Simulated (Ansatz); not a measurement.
## Pd in Ansatz: the effect of target pressure

Crystal: Pd.

```
CELL_PARAMETERS angstrom
0.00000 1.94650 1.94650
1.94650 0.00000 1.94650
1.94650 1.94650 0.00000
ATOMIC_POSITIONS crystal
Pd 0.00000 0.00000 0.00000
```

Alike in all runs:

| Property | Result |
| --- | --- |
| Program | Ansatz 0.2.0 |
| Task | relaxation of cell and atoms |
| Functional | PBE |
| Potentials or basis | Ansatz PAW |
| Cutoff | 420 eV (not typed: the program's choice for these potentials) |
| k mesh | 12 × 12 × 12 |
| Occupations | fermi-dirac, width 0.05 eV |
| Spin | no spin polarisation |

Each run relaxes the cell or the atoms first.

```csv
target pressure,relaxed volume (Å³/atom)
0 GPa,15.32
2 GPa,15.14
5 GPa,14.90
10 GPa,?
20 GPa,13.96
30 GPa,13.49
```

What does the run with target pressure 10 GPa give?

Relaxed volume 14.54 Å³/atom.

Worked out: In Murnaghan's law V^(-B') rises as a straight line in P. The other rows fit best with B' = 5.0, V0 = 15.32 Å³/atom and B0 = 169 GPa, which gives 14.54 Å³/atom at 10 GPa, against the run's 14.54.

Caveats: the plane-wave basis is chosen anew once the cell has moved, so the energies of steps on either side of that aren't comparable.
